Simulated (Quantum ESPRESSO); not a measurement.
The system is AlN.

```
Al N
1.0
     3.11300    0.00000    0.00000
    -1.55650    2.69594    0.00000
     0.00000    0.00000    4.98100
Al N
2 2
Cartesian
  1.5565 0.8986 2.4905
  0.0000 1.7973 0.0000
  1.5565 0.8986 4.3833
  0.0000 1.7973 1.8928
```

Base run:

| Quantity | Value |
| --- | --- |
| Program | Quantum ESPRESSO 7.5 |
| Functional | AM05 |
| Potentials or basis | GBRV 1.5 PBE |
| Cutoff | 612 eV |
| Density cutoff | 4898 eV |
| k mesh | 8 × 8 × 4, shifted |
| Occupations | fermi-dirac, width 0.05 eV |
| Spin | no spin polarisation |

Its results: pressure 1.4 GPa; largest force 0.131 eV/Å; electronic dielectric tensor (diagonal) 4.54, 4.54, 4.74.

Q: After a change of settings the same cell gave: pressure 4.2 GPa; largest force 0.127 eV/Å; electronic dielectric tensor (diagonal) 4.46, 4.46, 4.65. Which change was it?
A. functional from AM05 to LDA; potentials or basis from GBRV 1.5 PBE to GBRV 1.5 LDA
B. functional from AM05 to PBE
C. functional from AM05 to WC
D. functional from AM05 to BLYP

A: B.

PBE binds less tightly than AM05, so the same cell stands under more pressure.

Caveats: the potentials were made for another functional, which shifts forces and pressure (some runs); the cell is more than 3 GPa from zero pressure, which shifts response properties (some runs).
